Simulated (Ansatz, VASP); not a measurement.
## ZnSe (Stilleite): VASP beside Ansatz

```
CELL_PARAMETERS angstrom
0.00000 2.77595 2.77595
2.77595 0.00000 2.77595
2.77595 2.77595 0.00000
ATOMIC_POSITIONS crystal
Se 0.75000 0.75000 0.75000
Zn 0.00000 0.00000 0.00000
```

Alike in both runs: task single point; functional r2SCAN; dispersion D4; k mesh 8 × 8 × 8; occupations fermi-dirac, width 0.05 eV; no spin polarisation.

|  | VASP | Ansatz |
| --- | --- | --- |
| version | VASP 6.6.1 | Ansatz 0.2.0 |
| potentials or method | VASP PAW PBE potentials, release 64 (Se, Zn) | Ansatz PAW |
| plane-wave cutoff (eV) | 520 | 500 |
| valence electrons in the cell | 18 | 28 |

|  | VASP | Ansatz | Ansatz less VASP |
| --- | --- | --- | --- |
| gap on the k mesh at the Fermi level (eV) | 2.14 | 2.13 | -0.009 |
| least direct gap on the mesh (eV) | 2.14 | 2.13 | -0.009 |
| pressure (GPa) | 3.8 | 3.7 | -0.14 |
| dispersion energy (meV/atom) | -121.4 | -121.5 | -0.16 |

The two sets of potentials don't hold the same shells in valence.

Caveats: the PAW data sets were made with another functional, which shifts forces and pressure a little (VASP); the PAW data sets come from PBE, with cores solved anew for the run's functional, which leaves a small shift of forces and pressure (Ansatz). r2SCAN opens gaps a little over a GGA but as a rule still falls short of measured ones.
